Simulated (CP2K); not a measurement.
# Al2Pt under changes of volume

One of the cells (17.202 Å³/atom); the others are scaled copies at fixed shape and fractional positions:

```
CELL_PARAMETERS angstrom
4.17900 0.00000 0.00000
2.08950 3.61912 0.00000
2.08950 1.20637 3.41214
ATOMIC_POSITIONS crystal
Pt 0.00000 0.00000 0.00000
Al 0.75000 0.75000 0.75000
Al 0.25000 0.25000 0.25000
```

| Item | Value |
| --- | --- |
| Program | CP2K 2026.2 |
| Functional | PBE |
| Potentials or basis | POTENTIAL_UZH Pt GTH-PBE-q18, Al GTH-PBE-q3; TZVP-MOLOPT-PBE-GTH basis |
| Density cutoff | 6123 eV |
| k mesh | 8 × 8 × 8 |
| Occupations | fermi-dirac, width 0.05 eV |
| Spin | no spin polarisation |

```tsv
volume (Å³/atom)	energy over the lowest point (meV/atom)	pressure (GPa)
16.170	?	?
16.514	24.99	8.6
16.858	10.20	5.3
17.202	2.09	2.3
17.546	0.00	-0.3
17.890	3.31	-2.7
18.234	11.47	-4.8
```

Q: What does the run at 16.170 Å³/atom give?

A: Energy over the lowest point 47.23 meV/atom; pressure 12.2 GPa.

Worked out: A Birch-Murnaghan fit of order 3 (a polynomial in V^(-2/3)) to the other rows has its minimum at 17.50 Å³/atom with B0 = V·E''(V) = 130 GPa and B' = 4.4. It gives 47.24 meV/atom at 16.170 Å³/atom, against the run's 47.23, and -dE/dV = 12.2 GPa, against 12.2.

Energies are extrapolated to zero smearing.

Caveats: the basis of atomic orbitals isn't converged, which shifts pressures, moduli and gaps.
